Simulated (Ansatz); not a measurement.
AlN: pressure and gap against volume

A database entry relaxed whole under r2SCAN (P6_3mc):

```xyz
4
Lattice="3.1066 0.0000 0.0000 -1.5533 2.6904 0.0000 0.0000 0.0000 4.9781" Properties=species:S:1:pos:R:3 pbc="T T T"
Al    0.0000    1.7936   -0.0041
Al    1.5533    0.8968    2.4850
N     0.0000    1.7936    1.8958
N     1.5533    0.8968    4.3848
```

The cell was scaled uniformly, its shape held, and the atoms relaxed at each volume with plane-wave PAW DFT (Ansatz 0.2.0; r2SCAN, 500 eV, 12×12×6 Γ-centred mesh, fermi-dirac occupations of width 0.020 eV; no spin, no spin-orbit coupling). One row is withheld.

| volume (Å³/atom) | energy over the lowest (meV/atom) | pressure (GPa) | gap over mesh and path (eV) |
| --- | --- | --- | --- |
| 9.778 | 27.2 | 14.68 | 5.448 |
| 9.986 | 11.7 | 9.31 | 5.249 |
| 10.194 | ? | ? | ? |
| 10.402 | 0.0 | 0.00 | 4.873 |
| 10.610 | 2.7 | -4.02 | 4.691 |
| 10.818 | 10.3 | -7.67 | 4.519 |
| 11.026 | 22.4 | -10.98 | 4.351 |

Question: Fit the pressures of the other rows to the third-order Birch-Murnaghan form.

Answer: With f = [(V₀/V)^(2/3) − 1]/2 and P = 3B₀f(1 + 2f)^(5/2)[1 + 3(B₀′ − 4)f/2], least squares gives V₀ = 10.40 Å³ an atom, B₀ = 211 GPa and B₀′ = 3.8; the rows miss the fit by less than 0.01 GPa. The slope of the energies differs from these pressures by less than 0.05 GPa.

Question: How does the gap move with volume?

Answer: A parabola in ln(V/V₀) through the other rows has the slope dE_g/d ln V = -9.1 eV at V₀, so by B₀ the gap moves by +43 meV a GPa at this fixed shape: it widens under pressure.

Question: What does the withheld row hold?

Answer: The fit gives 4.42 GPa at 10.194 Å³; the run gave 4.43 GPa and 2.8 meV an atom. Its gap is 5.060 eV, against 5.057 eV from the parabola.

Caveats: the shape of the cell was held, so B₀ is an upper bound where the axes differ in stiffness; 0 K, fixed nuclei; the symmetry was kept, and this need not be the phase that is stable at 0 K; one mesh for all volumes; r2SCAN gaps lie as a rule under measured ones; the slope of the gap can be off by tens of per cent, more where shallow d levels or spin-orbit coupling act on the edges; pressure is positive in compression.
